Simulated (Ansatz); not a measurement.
# PtSe2: the cost of one run

Method: DFT r2SCAN, scalar-relativistic, plane waves, PAW, in Ansatz 0.2.0.

## Step 1: The structure to begin with

Symmetry: P-3m1, No. 164, trigonal system. The conventional cell has a = 3.717 Å, b = 3.717 Å, c = 5.820 Å, α = 90.00°, β = 90.00°, γ = 120.00°. Pt (site symmetry -3m) is surrounded by 6 Se at 2.52 Å. Se (site symmetry 3m) is surrounded by 3 Pt at 2.52 Å.

As a file:

```cif
data_structure
_symmetry_space_group_name_H-M 'P-3m1'
_symmetry_Int_Tables_number 164
_cell_length_a 3.7173
_cell_length_b 3.7173
_cell_length_c 5.8201
_cell_angle_alpha 90.000
_cell_angle_beta 90.000
_cell_angle_gamma 120.000
_cell_volume 69.65
loop_
_atom_site_label
_atom_site_type_symbol
_atom_site_symmetry_multiplicity
_atom_site_Wyckoff_symbol
_atom_site_fract_x
_atom_site_fract_y
_atom_site_fract_z
_atom_site_occupancy
Pt1 Pt 1 a 0.00000 0.00000 0.00000 1
Se1 Se 2 d 0.66667 0.33333 0.77461 1
```

The structure comes from the Materials Project (structure only).

(A quick probe on a coarse mesh, which set the mesh and smearing, is not shown.)

## Step 3: Full relaxation

input.yaml reads:

```yaml
crystal:
  lattice:
    - [3.717306548, 0.0, 0.0]
    - [-1.858653274, 3.2192819042, 0.0]
    - [0.0, 0.0, 5.82007402]
  atoms:
    - { symbol: Pt, position: [0.0, 0.0, 0.0] }
    - { symbol: Se, position: [0.66666667, 0.33333333, 0.77461184] }
    - { symbol: Se, position: [0.33333333, 0.66666667, 0.22538816] }
basis:
  ecutwfc: 500
kpoints:
  mp_grid: { grid: [12, 12, 6] }
hamiltonian:
  xc: r2scan
scf:
  occupations: { method: gaussian, width: 0.02 }
output:
  forces: true
  stress: true
  eigenvalues: true
  write_density: true
  write_potential: true
  elf: true
  volumetric_format: npy
relax:
  adjacent_minimum: "off"
  f_tol: 0.005
  max_steps: 80
  cell: { stress_tol: 0.05 }
```

Started as:

```sh
$ ansatz run input.yaml --threads 1 --pin off --max-ram 2560MiB --backend cpu --events-out ev --progress --plain --runs-dir out
```

Q: Estimate wall time and peak memory on 1 thread of Intel Xeon at 2.70GHz, shared host.

About 94 s, with a peak of 0.71 GiB.
